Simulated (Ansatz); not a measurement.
An Ansatz input:

```yaml
crystal:
  lattice:
    - [-3.4814701786, 3.1199719604, 1.4368021737]
    - [3.1199719604, -3.4814701786, 1.4368021737]
    - [3.6613942498, 3.6613942498, -2.0988868224]
  atoms:
    - { symbol: Se, position: [0.0669812877, 0.9330187123, 1.0] }
    - { symbol: Se, position: [0.6830187123, 0.3169812877, 0.5] }
hamiltonian:
  xc: pbe
  pseudopotentials:
    kind: paw
    azcp:
      Se: "pseudopotentials/Se.paw.azcp"
basis:
  ecutwfc: 420
  fft_grid_basis: typed
kpoints:
  mp_grid: { grid: [15, 15, 8], shift: [0, 0, 0] }
magnetization:
  spin_polarized: false
scf:
  occupations: { method: fermi_dirac, width: 0.1 }
  lower_state_search: "off"
output:
  stress: true
```

Output

```
Engine: ansatz 0.2.0, x86_64-unknown-linux-gnu
Pseudopotentials: kind: paw
Pseudopotential: Se, paw, valence charge 16, recommended cutoff 420 eV (normal) 
Functional definition: PBE
  parameter kappa = 0.804
  parameter beta = 0.06672455060314922
  exchange = pbe_x(kappa = kappa, mu = beta*pi^2/3)
  correlation = pbe_c(beta = beta)
Crystal: 2 atoms, lattice volume = 64.448 Å³
Basis set: ecut = 420 eV, 1265 PW (Γ)
Bands: 20, of which v1, the nominal top of the filled ones, is band 16 counted from 1 (15 counted from 0)
Symmetry: 4 space group operations
Space group: C2/c (ITA 15), of the structure as read, at distance tolerance 4.0e-5 Å
k-points: 488 of 1800
Non-local potential: Se, projectors of the file, l = 0: 2, l = 1: 2, l = 2: 3, l = 3: 1
PAW form: soft (Blöchl's): semilocal exchange-correlation on the pseudo side does not see the compensation charge
PAW one-centre angular grid: Se, 590 points (default); XC on 64 Gauss nodes
Initial density: superposition of atomic densities (neutral atoms: chi_scale 0, normalization atom), corrected by the library's trained network
Initial wavefunctions: pseudopotential atomic-orbital guess
Functional: x = pbe(κ = 0.804, μ = 0.2195149727645171), c = pbe(β = 0.06672455060314922)
SCF iter   1: F=—  HF=-10937.800112 eV  |F-HF|=—  |Δ(HF+E_count)|=         —  Δρ=1.41e-3  dr2=8.17e-4  ethr=1.77e-3  ⟨swp⟩=5.1  Hψ=44743  notcnv=0
SCF iter   2: F=—  HF=-10937.800625 eV  |F-HF|=—  |Δ(HF+E_count)|=   5.13e-4  Δρ=2.55e-4  dr2=4.30e-5  ethr=2.55e-6  ⟨swp⟩=2.0  Hψ=16653  notcnv=0
SCF iter   3: F=—  HF=-10937.800634 eV  |F-HF|=—  |Δ(HF+E_count)|=   8.89e-6  Δρ=8.09e-5  dr2=4.95e-6  ethr=1.34e-7  ⟨swp⟩=2.0  Hψ=12720  notcnv=0
SCF iter   4: F=—  HF=-10937.800633 eV  |F-HF|=—  |Δ(HF+E_count)|=   1.33e-6  Δρ=1.69e-5  dr2=2.32e-7  ethr=1.55e-8  ⟨swp⟩=2.2  Hψ=17413  notcnv=0
iter 5 did not close the SCF: its close was put off for the readings that it lacked (scf_convergence_deferred on its scf_iter line)
SCF iter   5: F=-10937.800633 eV  HF=-10937.800633 eV  |F-HF|=3.28e-9  |Δ(HF+E_count)|=   3.68e-8  Δρ=3.01e-6  dr2=4.61e-9  ethr=7.26e-10  ⟨swp⟩=2.0  Hψ=17471  notcnv=0
SCF iter   6: F=-10937.800633 eV  HF=-10937.800633 eV  |F-HF|=1.24e-10  |Δ(HF+E_count)|=   5.76e-9  Δρ=7.14e-7  dr2=3.13e-10  ethr=1.44e-11  ⟨swp⟩=1.4  Hψ=30356  notcnv=0
SCF 1 converged in 6 iterations: F = -10937.800633 eV  dr2 = 3.13e-10
SCF converged after 6 iterations
Free energy (F): -10937.800633 eV
Harris-Foulkes:  -10937.800633 eV  (|F-HF|=1.24e-10)
Internal energy: -10937.773063 eV  (E = F + TS)
E sigma→0 (E₀):  -10937.786848 eV
Entropy (-TS):   -0.027569 eV (-13.785 meV/atom)
Fermi energy:    4.987651 eV
--- Per-component energies (eV) ---
  E_band       = -876.274481
  E_kinetic    = 231.125887
  E_local      = -5676.343570  (includes V_loc(G=0)·N_el)
  E_nonlocal   = -1188.341143
  E_hartree    = 2757.951323
  E_xc         = -205.606081
  E_vxc        = -192.513077  (∫ρ·V_xc dr)
  E_paw        = -3824.513146  (= ΣΔE_a)
  E_vpaw       = 433.895445  (= ΣTr[D̂ρ^β])
  E_aug_tail   = -0.001194  (compensation charges beyond the density's cutoff)
  E_ewald      = -3032.045139
  E_smearing   = -0.027569  (= −TS)
  E_closure    = -0.000000  (closes the sum)
  Σ components = -10937.800633   (vs F -10937.800633, Δ=0.00e0)
--- Stress (GPa, compression-positive) ---
       -3.005095      -1.921818      -0.084116
       -1.921818      -3.005095      -0.084116
       -0.084116      -0.084116      -3.334811
  P = ⅓ Tr σ = -3.1150 GPa (-31.150 kbar)
```

Command:

```sh
ansatz run input.yaml --threads 1 --pin off --max-ram 3584MiB --backend cpu --events-out ev --progress --plain --runs-dir out
```

On 1 thread of Intel(R) Xeon(R) Platinum 8259CL CPU @ 2.50GHz (Skylake/Cascade Lake) (shared host) this took about 42 s of wall time and 38 s of CPU time.
